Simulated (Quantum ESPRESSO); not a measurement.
Se:

```
Se
1.0
     4.36620    0.00000    0.00000
    -2.18310    3.78124    0.00000
     0.00000    0.00000    4.95360
Se
3
Direct
  0.77460 0.77460 0.00000
  0.00000 0.22540 0.66667
  0.22540 0.00000 0.33333
```

Base run:

| Property | Result |
| --- | --- |
| Program | Quantum ESPRESSO 7.5 |
| Functional | LDA |
| Potentials or basis | GBRV 1.5 LDA |
| Cutoff | 612 eV |
| Density cutoff | 4898 eV |
| k mesh | 8 × 8 × 6 |
| Occupations | fermi-dirac, width 0.05 eV |
| Spin | no spin polarisation |

Its results: band gap on the k mesh 1.07 eV, indirect (least direct gap 1.15 eV); pressure -1.2 GPa; largest force 0.239 eV/Å; electronic dielectric tensor (diagonal) 10.04, 10.04, 15.23.

Question: The run is repeated on the same cell with these changes: k mesh from 8 × 8 × 6 to 6 × 6 × 6. What comes out?

Answer: Band gap on the k mesh 0.91 eV, indirect (least direct gap 1.13 eV); pressure -1.2 GPa; largest force 0.238 eV/Å; electronic dielectric tensor (diagonal) 10.35, 10.35, 15.15.

Caveats: on a mesh that holds Γ this program's dielectric tensor can be off by some percent beyond the error of the mesh.

A k mesh can miss the band edges.
